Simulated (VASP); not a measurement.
Crystal: Cr.

```
CELL_PARAMETERS angstrom
2.71663 0.00000 0.00000
-1.35832 2.35267 0.00000
0.00000 0.00000 8.76167
ATOMIC_POSITIONS crystal
Cr 0.00000 0.00000 0.00000
Cr 0.00000 0.00000 0.50000
Cr 0.33333 0.66667 0.75000
Cr 0.66667 0.33333 0.25000
```

The cell was built by a generator and needn't be a form met in nature.

- Program: VASP 6.6.1
- Task: relaxation of cell and atoms
- Functional: PBEsol
- Potentials or basis: VASP PAW PBE potentials, release 64 (Cr_pv)
- Cutoff: 600 eV
- k mesh: 9 × 9 × 2
- Occupations: gaussian, width 0.1 eV
- Spin: collinear spin, typed start
- Starting moments: [1.29, 1.29, 0.25, 0.25] μB

At the start: pressure -31.3 GPa; volume 14.00 Å³/atom.

Q: How do energy, volume and symmetry change on relaxing?

A: Over 12 steps the energy falls by 340.6 meV/atom and the volume is 11.43 Å³/atom (-18.3 %); space group P6_3/mmc (No. 194, to 0.05 Å); moment 0.00 μB per cell.

The path:
| step | energy change (eV) | largest force (eV/Å) | pressure (GPa) | volume (Å³) |
| --- | --- | --- | --- | --- |
| 1 | 0.0000 | 0.0000 | -31.33 | 56.00 |
| 2 | 0.8299 | 0.0000 | 89.23 | 36.62 |
| 3 | -1.2632 | 0.0000 | -2.35 | 46.11 |
| 4 | -1.2662 | 0.0000 | -0.54 | 45.78 |
| 5 | -1.2662 | 0.0000 | 0.55 | 45.59 |
| 6 | -1.2938 | 0.0000 | 1.09 | 45.49 |
| 7 | -1.3537 | 0.0000 | 2.89 | 45.19 |
| 8 | -1.1165 | 0.0000 | 11.04 | 44.40 |
| 9 | -1.3559 | 0.0000 | 3.37 | 45.14 |
| 10 | -1.3581 | 0.0000 | -1.97 | 46.13 |
| 11 | -1.3623 | 0.0000 | 0.34 | 45.68 |
| 12 | -1.3626 | 0.0000 | 0.06 | 45.72 |

Final structure:
```yaml
crystal:
  lattice:
    - [2.47005, 0.00000, 0.00000]
    - [-1.23502, 2.13912, 0.00000]
    - [0.00000, 0.00000, 8.65360]
  atoms:
    - { symbol: Cr, position: [0.00000, 0.00000, 0.00000] }
    - { symbol: Cr, position: [0.00000, 0.00000, 0.50000] }
    - { symbol: Cr, position: [0.33333, 0.66667, 0.75000] }
    - { symbol: Cr, position: [0.66667, 0.33333, 0.25000] }
```

Caveat: the volume moved by over 15 % at a fixed basis, so the end points are rough; the PAW data sets were made with another functional, which shifts forces and pressure a little.
